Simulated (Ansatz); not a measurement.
Runs of Ansatz 0.2.0 on ZnAu. It takes space group Pm-3m (No. 221, cubic). Conventional cell: a = 3.147 Å, b = 3.147 Å, c = 3.147 Å, α = 90.00°, β = 90.00°, γ = 90.00°. Around Au (site symmetry m-3m) lie 8 Zn at 2.73 Å. Zn (site symmetry m-3m) has 8 Au at 2.73 Å as nearest neighbours. 

```tsv
potentials or basis	spin	cutoff (eV)	gap on the mesh (eV)	pressure (GPa)
JTH PAW	off	1080	none	5.0
Ansatz PAW	off	420	none	(b)
Ansatz PAW	SOC, no magnetisation	420	none	4.3
Ansatz PAW earlier set	off	864	none	5.2
PseudoDojo stringent (PBE files)	off	1143	none	4.9
PseudoDojo standard (PBE files)	off	1143	none	4.9
SPMS NC	off	816	none	(a)
```

Alike in all rows: task band structure; level PBE; cell as given; k mesh 8 × 8 × 8; smearing fermi-dirac 0.05 eV.

**Question.** Fill in the values left out.

**Answer.** (a) 5.3; (b) 5.1.

Caveats: spin-orbit coupling is left out, which moves the levels of the heavy elements (some runs).

A k mesh can miss the band edges, and rows without SOC leave out spin-orbit coupling on Au.

A gap of «none» marks a metal or a gap under the smearing width.

The runs don't all hold the same shells in valence.
